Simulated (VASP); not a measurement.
Set up this calculation in VASP 6.6.1, as the native input.

```
Task                   : relaxation of cell and atoms
Functional             : PBEsol
Potentials or basis    : VASP PAW PBE potentials, release 64 (Al, As)
Cutoff                 : 600 eV
k mesh                 : 8 × 8 × 8
Occupations            : gaussian, width 0.03 eV
Spin                   : no spin polarisation
Further INCAR settings : ALGO = Normal; EDIFF = 1e-06; IBRION = 2; EDIFFG = -0.01; NSW = 90; ISIF = 3
```

The structure of AlAs lies in POSCAR:

```
AlAs
1.0
    0.0000000000      2.8304000000      2.8304000000
    2.8304000000      0.0000000000      2.8304000000
    2.8304000000      2.8304000000      0.0000000000
Al As
1 1
Direct
    0.0000000000      0.0000000000      0.0000000000
    0.2500000000      0.2500000000      0.2500000000
```

The input as run:

INCAR

```
ALGO = Normal
EDIFF = 1E-6
EDIFFG = -0.01
ENCUT = 600
GGA = PS
IBRION = 2
ISIF = 3
ISMEAR = 0
LASPH = True
LCHARG = False
LREAL = False
LWAVE = False
NELM = 80
NSW = 90
PREC = Accurate
SIGMA = 0.03
```

KPOINTS

```
k-points
0
Gamma
  8 8 8
```

Potentials or basis: VASP PAW PBE potentials, release 64 (Al, As).

The run is started by

```sh
$ cat potpaw_PBE.64/Al/POTCAR potpaw_PBE.64/As/POTCAR > POTCAR
$ mpirun -np 1 vasp_std > vasp.out
```

Results of the run:

```yaml
Relaxed_volume: 22.93 Å³/atom
Relaxed_cell: a = 4.018 Å, b = 4.018 Å, c = 4.018 Å, α = 60.00°, β = 60.00°, γ = 60.00°
Space_group_after_relaxing_to_0.05_Å: F-43m (No. 216)
Energy_gained_by_relaxing: 0.6 meV/atom
Ionic_steps: 3
Pressure_after_relaxing: 0.0 GPa
Band_gap_on_the_k_mesh: 1.34 eV, indirect (least direct gap 1.89 eV)
```

Caveat: the PAW data sets were made with another functional, which shifts forces and pressure a little.

Wall time 11 s on 1 thread of Intel(R) Xeon(R) 6975P-C (Granite Rapids) (shared host), peak memory 0.18 GiB.
